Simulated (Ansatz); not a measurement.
A run of Ansatz 0.2.0 is set up as follows.

Contents of input.yaml:

```yaml
crystal:
  lattice:
    - [3.724, 0.0, 0.0]
    - [-1.862, 3.2250786037, 0.0]
    - [0.0, 0.0, 5.062]
  atoms:
    - { symbol: Pt, position: [0.0, 0.0, 0.0] }
    - { symbol: Se, position: [0.6666666667, 0.3333333333, 0.75] }
    - { symbol: Se, position: [0.3333333333, 0.6666666667, 0.25] }
hamiltonian:
  xc:
    exchange: pbe
    correlation: pbe
    exx: { coeff: 0.1, omega: 0.2078699 }
  pseudopotentials: { kind: paw }
kpoints:
  mp_grid: { grid: [5, 5, 3] }
scf:
  occupations: { method: fermi_dirac, width: 0.05 }
output:
  forces: true
  stress: true
  eigenvalues: true
```

Potentials or basis: Ansatz PAW.

The run is started by

```bash
$ ansatz run input.yaml --threads 2 --pin off --max-ram 5632MiB --backend cpu --events-out ev --progress --plain --runs-dir out
```

Question: Predict the pressure.

Answer: 5.4 GPa.

Question: Estimate the largest force.

Answer: 0.341 eV/Å.

Question: What does it give for the band gap on the k mesh?

Answer: None (metal or under the smearing width).

Forces on the atoms (eV/Å):
```
Pt   0.000  0.000  0.000
Se   0.000  0.000 -0.341
Se   0.000  0.000  0.341
```

Caveat: the k mesh is coarse (spacing up to 0.41 Å⁻¹), so the values aren't converged, least of all with exact exchange; the PAW data sets come from PBE, with cores solved anew for the run's functional, which leaves a small shift of forces and pressure; the thresholds are loose for stress. The run has no spin-orbit coupling, so splittings on Pt are missing.
